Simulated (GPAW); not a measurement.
# GaAs: equation of state with PBE+D3(BJ)

The system is GaAs.

```
As Ga
1.0
     0.00000    2.82685    2.82685
     2.82685    0.00000    2.82685
     2.82685    2.82685    0.00000
As Ga
1 1
Direct
  0.75000 0.75000 0.75000
  0.00000 0.00000 0.00000
```

```yaml
Program: GPAW 26.7.0
Task: equation of state
Functional: PBE
Dispersion: D3(BJ)
Potentials_or_basis: GPAW PAW data sets (gpaw-data 1.2.1)
Cutoff: 600 eV
Basis: pw
k_mesh: 8 × 8 × 8
Occupations: fermi-dirac, width 0.05 eV
Spin: no spin polarisation
```

```json
{"Equilibrium volume": "23.17 Å³/atom", "Bulk modulus": "69 GPa", "Pressure derivative of the bulk modulus": "4.8"}
```

Energy against volume, from the lowest point:
```
volume (Å³/atom)  energy (meV/atom)
          21.234              41.22
          21.686              23.20
          22.138              10.70
          22.590               3.14
          23.041               0.00
          23.493               0.80
          23.945               5.10
```

Run time: 70 s on 1 thread of Arm Neoverse V1, on a shared host, peak memory 0.23 GiB.

Zero-point motion and thermal expansion aren't in these numbers.
